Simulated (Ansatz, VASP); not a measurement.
## NiSb: VASP beside Ansatz

INCAR

```
ALGO = Normal ; EDIFF = 1E-6
ENCUT = 520 ; GGA = PE
ISIF = 2 ; ISMEAR = 1
LASPH = True ; LCHARG = False
LREAL = False ; LWAVE = False
NBANDS = 23 ; NELM = 100
PREC = Accurate ; SIGMA = 0.11
```

Contents of KPOINTS:

```
k-points
0
Gamma
  6 6 4
```

The input POSCAR:

```
NiSb
1.0
    3.9399999606      0.0000000000      0.0000000000
   -1.9699999803      3.4121400568      0.0000000000
    0.0000000000      0.0000000000      5.1400000000
Ni Sb
2 2
Direct
    0.0000000000      0.0000000000      0.0000000000
    0.0000000000      0.0000000000      0.5000000000
    0.3333333333      0.6666666667      0.2500000000
    0.6666666667      0.3333333333      0.7500000000
```

Input for Ansatz:

```yaml
crystal:
  lattice:
    - [3.9399999606, 0.0, 0.0]
    - [-1.9699999803, 3.4121400568, 0.0]
    - [0.0, 0.0, 5.14]
  atoms:
    - { symbol: Ni, position: [0.0, 0.0, 0.0] }
    - { symbol: Ni, position: [0.0, 0.0, 0.5] }
    - { symbol: Sb, position: [0.3333333333, 0.6666666667, 0.25] }
    - { symbol: Sb, position: [0.6666666667, 0.3333333333, 0.75] }
basis:
  ecutwfc: 420
kpoints:
  mp_grid: { grid: [6, 6, 4] }
hamiltonian:
  xc: pbe
scf:
  occupations: { method: cold, width: 0.11 }
output:
  forces: true
  stress: true
  eigenvalues: true
```

Alike in both runs: task single point; functional PBE; k mesh 6 × 6 × 4; no spin polarisation.

|  | VASP | Ansatz |
| --- | --- | --- |
| version | VASP 6.6.1 | Ansatz 0.2.0 |
| potentials or method | VASP PAW PBE potentials, release 64 (Ni, Sb) | scalar-relativistic, plane waves, PAW |
| plane-wave cutoff (eV) | 520 | 420 |
| occupations | methfessel-paxton of order 1, width 0.11 eV | cold, width 0.11 eV |
| valence electrons in the cell | 30 | 66 |

Ansatz gave:

| Item | Value |
| --- | --- |
| gap on the k mesh at the Fermi level (eV) | none |
| pressure (GPa) | 2.7 |
| largest component of the traceless stress (GPa) | 0.34 |

Estimate VASP's values.

gap on the k mesh at the Fermi level (eV): none; pressure (GPa): 2.5; largest component of the traceless stress (GPa): 0.32.

A gap of «none» marks a metal or a gap that the smearing closes. The two sets of potentials don't hold the same shells in valence.

The runs have no spin-orbit coupling, so splittings on Sb are missing. Spin polarisation is off, so any magnetic state and its effect on volume and gap are missing.
